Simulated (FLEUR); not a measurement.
# InP (F-43m) in FLEUR: settings compared

Aim: see how the results for InP move with the level of theory and the settings. Levels: Wu-Cohen GGA, PW91, LDA exchange alone (X-alpha). Tasks: density of states, band structure.

Everything below comes from runs of FLEUR MaX-R8.1 (later development tree). Logs are shortened: lines on timing, memory, paths and dates and some standing lists are left out, and cuts for length are marked.

**What was measured.**

From a printed reference work, data compilation, for a bulk crystal of InP at 1.6 K: band gap 1.4236 eV (direct).

How close the calculation comes is told below.

### Step 1. The structure

It takes space group F-43m (No. 216, cubic). The conventional cell has a = 5.861 Å, b = 5.861 Å, c = 5.861 Å, α = 90.00°, β = 90.00°, γ = 90.00°. In (site symmetry -43m) is surrounded by 4 P at 2.54 Å. P (site symmetry -43m) is surrounded by 4 In at 2.54 Å.

### Step 2. Density of states, Wu-Cohen GGA

The input, inp.xml:

```xml
<?xml version="1.0" encoding="UTF-8" standalone="no"?>
<fleurInput fleurInputVersion="0.39">
   <comment>
      InP                                                                                                 
   </comment>
   <calculationSetup>
      <cutoffs Kmax="4.11" Gmax="12.7" GmaxXC="12.7" numbands="0"/>
      <scfLoop itmax="60" minDistance="0.00001" maxIterBroyd="15" imix="Anderson" alpha="0.05" precondParam="0.0" spinf="2.0" sdNocoIR="T"/>
      <coreElectrons ctail="T" frcor="F" kcrel="0" coretail_lmax="0"/>
      <xcFunctional name="wc" relativisticCorrections="F"/>
      <magnetism jspins="1"/>
      <soc l_soc="F" theta="0.0" phi="0.0" spav="F"/>
      <expertModes spex="0" secvar="F"/>
      <geometryOptimization l_f="F" forcealpha="1.0" forcemix="BFGS" epsdisp="0.00001" epsforce="0.00001"/>
      <ldaU l_linMix="F" mixParam="0.05" spinf="1.0"/>
   </calculationSetup>
   <cell>
      <bzIntegration valenceElectrons="32.0" mode="hist" fermiSmearingEnergy="0.00183747">
         <kPointListSelection listName="default-1"/>
         <!-- k-points included here -->
         <xi:include xmlns:xi="http://www.w3.org/2001/XInclude" href="kpts.xml"> </xi:include>
      </bzIntegration>
      <!-- symmetry operations included here -->
      <xi:include xmlns:xi="http://www.w3.org/2001/XInclude" href="sym.xml"> </xi:include>
      <bulkLattice scale="1.0">
         <bravaisMatrix>
            <row-1>    0.0000000000000000     5.5378424081402997     5.5378424081402997</row-1>
[... 32 lines left out ...]
         <lo type="SCLO" l="1" n="2" eDeriv="0"/>
         <lo type="SCLO" l="0" n="3" eDeriv="2"/>
         <lo type="SCLO" l="2" n="3" eDeriv="2"/>
         <lo type="SCLO" l="3" n="4" eDeriv="2"/>
      </species>
   </atomSpecies>
   <atomGroups>
      <atomGroup species="Indium (In)">
         <relPos label="                   1">.0000000000 .0000000000 .0000000000</relPos>
         <force calculate="T" relaxXYZ="TTT"/>
      </atomGroup>
      <atomGroup species="Phosphorous (P)">
         <relPos label="                   2">-1.000/4.000 -1.000/4.000 -1.000/4.000</relPos>
         <force calculate="T" relaxXYZ="TTT"/>
      </atomGroup>
   </atomGroups>
   <output dos="F" band="F" slice="F">
      <checks vchk="F" cdinf="F"/>
      <bandDOS minEnergy="-.5*Htr" maxEnergy="0.5*Htr" sigma="0.015" storeEVData="T"/>
      <vacuumDOS vacdos="F" integ="F" star="F" nstars="0" locx1="0.0" locy1="0.0" locx2="0.0" locy2="0.0" nstm="0" tworkf="0.0"/>
      <unfoldingBand unfoldBand="F" supercellX="1" supercellY="1" supercellZ="1"/>
      <plotting iplot="0" polar="F">
         <plot TwoD="T" vec1="  1.0  0.0  0.0" vec2="  0.0  1.0  0.0" vec3="  0.0  0.0  1.0" zero="  0.0  0.0  0.0" file="plot"/>
      </plotting>
      <chargeDensitySlicing numkpt="0" minEigenval="0.0" maxEigenval="0.0" nnne="0" pallst="F"/>
      <specialOutput eonly="F"/>
      <moessbauerParams electricFieldGradient="T" isomerShift="T" coreHyperfine="T" valenceHyperfine="T"/>
      <magneticCircularDichroism mcd="F" energyLo="-10.0" energyUp="0.0"/>
   </output>
  <!-- We include the file relax.xml here to enable relaxations (see documentation) -->
  <xi:include xmlns:xi="http://www.w3.org/2001/XInclude" href="relax.xml"> <xi:fallback/> </xi:include>
</fleurInput>
```

The input, crystal.txt:

```
InP
&input cartesian=F /
0.0000000000  2.9305000000  2.9305000000
2.9305000000  0.0000000000  2.9305000000
2.9305000000  2.9305000000  0.0000000000
1.8897261246
1.0 1.0 1.0

2
49 0.0000000000  0.0000000000  0.0000000000
15 0.7500000000  0.7500000000  0.7500000000

&kpt div1=8 div2=8 div3=8 gamma=T /
```

The input, inp.xml (dos):

```
<?xml version="1.0" encoding="UTF-8" standalone="no"?>
<fleurInput fleurInputVersion="0.39">
   <comment>
      InP                                                                                                 
   </comment>
   <calculationSetup>
      <cutoffs Kmax="4.11" Gmax="12.7" GmaxXC="12.7" numbands="0"/>
      <scfLoop itmax="60" minDistance="0.00001" maxIterBroyd="15" imix="Anderson" alpha="0.05" precondParam="0.0" spinf="2.0" sdNocoIR="T"/>
      <coreElectrons ctail="T" frcor="F" kcrel="0" coretail_lmax="0"/>
      <xcFunctional name="wc" relativisticCorrections="F"/>
      <magnetism jspins="1"/>
      <soc l_soc="F" theta="0.0" phi="0.0" spav="F"/>
      <expertModes spex="0" secvar="F"/>
      <geometryOptimization l_f="F" forcealpha="1.0" forcemix="BFGS" epsdisp="0.00001" epsforce="0.00001"/>
      <ldaU l_linMix="F" mixParam="0.05" spinf="1.0"/>
   </calculationSetup>
   <cell>
      <bzIntegration valenceElectrons="32.0" mode="hist" fermiSmearingEnergy="0.00183747">
         <kPointListSelection listName="default-1"/>
         <!-- k-points included here -->
         <xi:include xmlns:xi="http://www.w3.org/2001/XInclude" href="kpts.xml"> </xi:include>
      </bzIntegration>
      <!-- symmetry operations included here -->
      <xi:include xmlns:xi="http://www.w3.org/2001/XInclude" href="sym.xml"> </xi:include>
      <bulkLattice scale="1.0">
         <bravaisMatrix>
[... 31 lines left out ...]
         </electronConfig>
         <energyParameters s="3" p="3" d="3" f="4"/>
         <lo type="SCLO" l="1" n="2" eDeriv="0"/>
         <lo type="SCLO" l="0" n="3" eDeriv="2"/>
         <lo type="SCLO" l="2" n="3" eDeriv="2"/>
         <lo type="SCLO" l="3" n="4" eDeriv="2"/>
      </species>
   </atomSpecies>
   <atomGroups>
      <atomGroup species="Indium (In)">
         <relPos label="                   1">.0000000000 .0000000000 .0000000000</relPos>
         <force calculate="T" relaxXYZ="TTT"/>
      </atomGroup>
      <atomGroup species="Phosphorous (P)">
         <relPos label="                   2">-1.000/4.000 -1.000/4.000 -1.000/4.000</relPos>
         <force calculate="T" relaxXYZ="TTT"/>
      </atomGroup>
   </atomGroups>
   <output dos="T" band="F" slice="F">
      <checks vchk="F" cdinf="F"/>
      <bandDOS minEnergy="-0.8*Htr" maxEnergy="0.5*Htr" sigma="0.005" storeEVData="T"/>
      <vacuumDOS vacdos="F" integ="F" star="F" nstars="0" locx1="0.0" locy1="0.0" locx2="0.0" locy2="0.0" nstm="0" tworkf="0.0"/>
      <unfoldingBand unfoldBand="F" supercellX="1" supercellY="1" supercellZ="1"/>
      <plotting iplot="0" polar="F">
         <plot TwoD="T" vec1="  1.0  0.0  0.0" vec2="  0.0  1.0  0.0" vec3="  0.0  0.0  1.0" zero="  0.0  0.0  0.0" file="plot"/>
      </plotting>
      <chargeDensitySlicing numkpt="0" minEigenval="0.0" maxEigenval="0.0" nnne="0" pallst="F"/>
      <specialOutput eonly="F"/>
      <moessbauerParams electricFieldGradient="T" isomerShift="T" coreHyperfine="T" valenceHyperfine="T"/>
      <magneticCircularDichroism mcd="F" energyLo="-10.0" energyUp="0.0"/>
   </output>
  <!-- We include the file relax.xml here to enable relaxations (see documentation) -->
  <xi:include xmlns:xi="http://www.w3.org/2001/XInclude" href="relax.xml"> <xi:fallback/> </xi:include>
</fleurInput>
```

Potentials or basis: all-electron, FLAPW.

The run is started by

```bash
$ inpgen -f crystal.txt -profile fastHighL
$ # inp.xml edited to the form shown
$ fleur_MPI
$ fleur_MPI   # second run, on inp.xml (dos)
```

Output:

```text
Welcome to FLEUR        (www.flapw.de)
      MaX-Release 8.1          (www.max-centre.eu)

 ========== k-point set info ==========
 Selected k-point list: default-1
 k-point list type: mesh
 8 x 8 x 8
 Number of k points: 29

 ------------Calculation Setup---------------------------
 Number of MPI-tasks      :            1
 Number of PE/node        :            1
 Number of OMP-threads    :            1
 Most efficient MPI parallelization for:
           1          29
 Additional eigenvalue parallelization possible
 Number of basis functions:          485
 Approximate size of matrices (H+S) per k-point:         0.007 GB
 --------------------------------------------------------
 Iteration:     1   Distance:       7.42885888 me/bohr^3
 Iteration:     2   Distance:       6.76466508 me/bohr^3
 Iteration:     3   Distance:       3.39884818 me/bohr^3
 Iteration:     4   Distance:       0.94285393 me/bohr^3
 Iteration:     5   Distance:       0.70383227 me/bohr^3
 Iteration:     6   Distance:       0.19897207 me/bohr^3
 Iteration:     7   Distance:       0.10959139 me/bohr^3
 Iteration:     8   Distance:       0.02262661 me/bohr^3
 Iteration:     9   Distance:       0.00155182 me/bohr^3
 Iteration:    10   Distance:       0.00126180 me/bohr^3
 Iteration:    11   Distance:       0.00025855 me/bohr^3
 Iteration:    12   Distance:       0.00014937 me/bohr^3
 Iteration:    13   Distance:       0.00003870 me/bohr^3
 Iteration:    14   Distance:       0.00000434 me/bohr^3

 ********************************************************************
 Run finished successfully
 Stop message:
   all done
 ********************************************************************
```

output (dos):

```text
Welcome to FLEUR        (www.flapw.de)
      MaX-Release 8.1          (www.max-centre.eu)

 ========== k-point set info ==========
 Selected k-point list: default-1
 k-point list type: mesh
 8 x 8 x 8
 Number of k points: 29

 ------------Calculation Setup---------------------------
 Number of MPI-tasks      :            1
 Number of PE/node        :            1
 Number of OMP-threads    :            1
 Most efficient MPI parallelization for:
           1          29
 Additional eigenvalue parallelization possible
 Number of basis functions:          485
 Approximate size of matrices (H+S) per k-point:         0.007 GB
 --------------------------------------------------------
Local.1               Total                INT                  Sym                  MT:1s                MT:1p                MT:1d                MT:1f                MT:2s                MT:2p                MT:2d                MT:2f
 done:Local.1

 Note: DOS data (together with different weights) is also stored in the banddos.hdf file.
       A convenient way of extracting and plotting the data from that file is by making use of the

 ********************************************************************
 Run finished successfully
 Stop message:
   Charge density postprocessing done.
 ********************************************************************
```

out.xml (last iteration):

```text
<iteration numberForCurrentRun="   14" overallNumber="   14">
         <energyParameters units="Htr">
            <atomicEP atomType="1" spin="1" branch="5s" branchLowest="-4.03" branchHighest="1.17" value="-0.0452719119"/>
            <atomicEP atomType="1" spin="1" branch="5p" branchLowest="-2.50" branchHighest="1.87" value="0.1280883235"/>
            <atomicEP atomType="1" spin="1" branch="4d" branchLowest="-15.53" branchHighest="-0.24" value="-0.3171566180"/>
            <atomicEP atomType="1" spin="1" branch="4f" branchLowest="-9.99" branchHighest="2.04" value="0.4521187904"/>
            <loAtomicEP atomType="1" spin="1" branch="4s" branchLowest="-28.59" branchHighest="-4.03" value="-4.0329134252"/>
            <loAtomicEP atomType="1" spin="1" branch="4p" branchLowest="-23.47" branchHighest="-2.50" value="-2.5151405456"/>
            <loAtomicEP atomType="1" spin="1" branch="4p" branchLowest="-23.47" branchHighest="-2.50" value="-2.5151405456"/>
            <loAtomicEP atomType="1" spin="1" branch="4d" branchLowest="-15.53" branchHighest="-0.24" value="-0.3275411792"/>
            <loAtomicEP atomType="1" spin="1" branch="4f" branchLowest="-9.99" branchHighest="2.04" value="0.4521211463"/>
            <atomicEP atomType="2" spin="1" branch="3s" branchLowest="-5.96" branchHighest="0.94" value="-0.2394269448"/>
            <atomicEP atomType="2" spin="1" branch="3p" branchLowest="-4.15" branchHighest="1.47" value="-0.0137174979"/>
            <atomicEP atomType="2" spin="1" branch="3d" branchLowest="-9.99" branchHighest="1.97" value="0.2001385184"/>
            <atomicEP atomType="2" spin="1" branch="4f" branchLowest="-9.99" branchHighest="4.47" value="0.3683335105"/>
            <loAtomicEP atomType="2" spin="1" branch="2p" branchLowest="-9.99" branchHighest="-4.15" value="-4.1559770027"/>
            <loAtomicEP atomType="2" spin="1" branch="3s" branchLowest="-5.96" branchHighest="0.94" value="-0.2394269448"/>
            <loAtomicEP atomType="2" spin="1" branch="3d" branchLowest="-9.99" branchHighest="1.97" value="0.2001379416"/>
            <loAtomicEP atomType="2" spin="1" branch="4f" branchLowest="-9.99" branchHighest="4.47" value="0.3683365956"/>
         </energyParameters>
         <eigenvalues>
            <eigenvaluesAt spin="1" ikpt="1" k_x="0.00000000" k_y="0.00000000" k_z="0.00000000">
                      -4.1558586625       -4.1558586625       -4.1558586625       -4.0329075078       -2.5078662146
                      -2.5078662146       -2.5078662146       -0.3322201236       -0.3322201236       -0.3322201236
                      -0.3265087700       -0.3265087700       -0.2364120606        0.1880623823        0.1880623823
                       0.1880623823        0.2092820700        0.3356302519        0.3356302519        0.3356302519
                       0.4945526710        0.5335332724        0.5335332724        0.5933828815        0.5933828815
            </eigenvaluesAt>
            <eigenvaluesAt spin="1" ikpt="2" k_x="0.00000000" k_y="0.00000000" k_z="0.12500000">
                      -4.1558549588       -4.1558549588       -4.1558543462       -4.0329073075       -2.5078660535
                      -2.5078650948       -2.5078650948       -0.3329243455       -0.3319315331       -0.3319315331
                      -0.3264893643       -0.3264893643       -0.2297972730        0.1299037171        0.1811091254
                       0.1811091254        0.2452014811        0.3405806436        0.3459260519        0.3459260519
[... 40 lines left out ...]
            <state n="1" l="0" j="0.5" energy="-76.1128826973" weight="1.0000000000"/>
            <state n="2" l="0" j="0.5" energy="-5.9649804628" weight="1.0000000000"/>
         </coreStates>
         <allElectronCharges>
            <spinDependentCharge spin="1" total="64.0000000" interstitial="4.1579846" mtSpheres="59.8420154"/>
            <totalCharge value="63.9999999973"/>
         </allElectronCharges>
         <moessbauerParams unitsHFF="kG" unitsIS="e/bohr^3" unitsEFG="Htr/bohr^2">
            <coreIsomerShift atomType="1" isTotal="176846.32201">
               <shell n="1" l="0" isomerShift="154872.49693"/>
               <shell n="2" l="0" isomerShift="18008.46373"/>
               <shell n="2" l="1" isomerShift="414.31235"/>
               <shell n="3" l="0" isomerShift="3465.15519"/>
               <shell n="3" l="1" isomerShift="85.89380"/>
               <shell n="3" l="2" isomerShift="0.00001"/>
            </coreIsomerShift>
            <coreIsomerShift atomType="2" isTotal="2372.63656">
               <shell n="1" l="0" isomerShift="2209.91475"/>
               <shell n="2" l="0" isomerShift="162.72180"/>
            </coreIsomerShift>
            <isomerShift atomType="1" nucleusRadius="0.0001148" averageDensity="177574.17649"/>
            <isomerShift atomType="2" nucleusRadius="0.0000742" averageDensity="2385.37981"/>
            <electricFieldGradient atomType="1" VXX="0.00000" VYY="0.00000" VZZ="0.00000" asymParam="0.00000">
            </electricFieldGradient>
            <electricFieldGradient atomType="2" VXX="0.00000" VYY="0.00000" VZZ="0.00000" asymParam="0.00000">
            </electricFieldGradient>
         </moessbauerParams>
         <totalEnergy                                    value="    -6224.4221061796" units="Htr">
            <sumOfEigenvalues                            value="    -3731.5720232230">
               <coreElectrons value="-3680.3681399161"/>
               <valenceElectrons value="-51.2038833069"/>
            </sumOfEigenvalues>
            <densityCoulombPotentialIntegral value="-10016.2943503474"/>
            <densityEffectivePotentialIntegral value="-10254.8244274165"/>
            <chargeDenXCDenIntegral value="-182.2874345492"/>
            <FockExchangeEnergyValence value="0.0000000000"/>
            <FockExchangeEnergyCore value="0.0000000000"/>
            <atomTypeDependentContributions atomType="1">
               <electronNucleiInteractionDifferentMTs value="7123.5648560288"/>
               <MadelungTerm value="-22.8744030013"/>
            </atomTypeDependentContributions>
            <atomTypeDependentContributions atomType="2">
               <electronNucleiInteractionDifferentMTs value="402.2251371515"/>
               <MadelungTerm value="-8.5755044685"/>
            </atomTypeDependentContributions>
            <tkbTimesEntropy value="0.0000005216"/>
            <freeEnergy value="-6224.4221067011"/>
            <extrapolationTo0K value="-6224.4221064403"/>
         </totalEnergy>
         <densityConvergence units="me/bohr^3">
            <chargeDensity spin="1" distance="0.0000043445"/>
         </densityConvergence>
      </iteration>
```

Run time: 61 s. Hardware: 1 thread of Arm Neoverse V1, shared host; peak memory 0.07 GiB.

What came out:

- Free energy: -169375.1541 eV
- Band gap on the k mesh: 0.58 eV, direct
- Valence electrons inside the program's atomic spheres: In 19.03; P 8.81 (radii In 2.42, P 2.02 bohr)

States per cell in windows of 1 eV (zero at the valence-band top; states under -8 eV left out):
| from (eV) | total | INT | MT:2p | MT:1p | MT:1s | MT:2d | MT:2s |
| --- | --- | --- | --- | --- | --- | --- | --- |
| -8.0 | 0.00 | 0.00 | 0.00 | 0.00 | 0.00 | 0.00 | 0.00 |
| -7.0 | 0.00 | 0.00 | 0.00 | 0.00 | 0.00 | 0.00 | 0.00 |
| -6.0 | 1.25 | 0.60 | 0.20 | 0.03 | 0.36 | 0.01 | 0.04 |
| -5.0 | 0.41 | 0.19 | 0.07 | 0.02 | 0.09 | 0.00 | 0.04 |
| -4.0 | 0.57 | 0.31 | 0.13 | 0.06 | 0.04 | 0.00 | 0.02 |
| -3.0 | 1.58 | 0.85 | 0.45 | 0.18 | 0.04 | 0.01 | 0.02 |
| -2.0 | 1.56 | 0.78 | 0.53 | 0.17 | 0.02 | 0.01 | 0.01 |
| -1.0 | 0.61 | 0.28 | 0.24 | 0.06 | 0.00 | 0.00 | 0.00 |
| 0.0 | 0.02 | 0.01 | 0.01 | 0.00 | 0.00 | 0.00 | 0.00 |
| 1.0 | 0.22 | 0.13 | 0.01 | 0.02 | 0.03 | 0.01 | 0.03 |
| 2.0 | 1.30 | 0.72 | 0.15 | 0.09 | 0.17 | 0.04 | 0.09 |
| 3.0 | 1.21 | 0.68 | 0.17 | 0.10 | 0.13 | 0.05 | 0.05 |
| 4.0 | 1.63 | 0.98 | 0.22 | 0.20 | 0.07 | 0.10 | 0.02 |
| 5.0 | 1.58 | 0.96 | 0.18 | 0.23 | 0.02 | 0.11 | 0.03 |
| 6.0 | 1.17 | 0.68 | 0.18 | 0.15 | 0.01 | 0.08 | 0.02 |
| 7.0 | 1.05 | 0.67 | 0.12 | 0.08 | 0.01 | 0.09 | 0.01 |

Core levels (eV from the Fermi level):
| atom | levels |
| --- | --- |
| 1 In | 1s1/2 -27729.1, 2s1/2 -4147.0, 2p1/2 -3867.8, 2p3/2 -3656.9, 3s1/2 -783.3, 3p1/2 -670.5, 3p3/2 -632.4, 3d3/2 -432.7, 3d5/2 -424.9 |
| 2 P | 1s1/2 -2076.6, 2s1/2 -167.7 |

Caveat: spin-orbit coupling is left out, which moves the levels of the heavy elements.

[end of part 1 of 3]
